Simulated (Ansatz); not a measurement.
Start from CsPbI$_{3}$ in the cubic perovskite structure (space group Pm-3m, No. 221; a = 6.3905 Å). Axes: x, y, z lie along the cube axes.

Level of theory: PBE (Ansatz, a first-principles code, PAW, without spin-orbit coupling).

Base values:

The valley order is R along ⟨111⟩ 1.48 eV.

The change: tensile biaxial strain of 4.33 % in the plane normal to [111], as in epitaxy on a mismatched substrate; the out-of-plane cell vector and the atoms relax.

### Question
What happens to the ratio −ε⊥/ε∥, in-plane stress and valley order?

### Answer
The ratio −ε⊥/ε∥ is 1.19; the mean in-plane stress (compression positive) amounts to -0.7 GPa; the valley order (the lowest conduction-band minima on the path, energy above the VBM, named in the base's zone) goes from R along ⟨111⟩ 1.48 eV to R along [111] 1.46 eV; M along [110] 1.92 eV.

With I and Pb present, leaving out spin-orbit coupling can change the band edges. The levels and masses belong to the bands next to the band gap. Stability against distortions was not tested. Many cubic perovskites are stable only at high temperature; tilts and polar distortions were not tested. This is not the structure that CsPbI3 has at room temperature and ambient pressure.
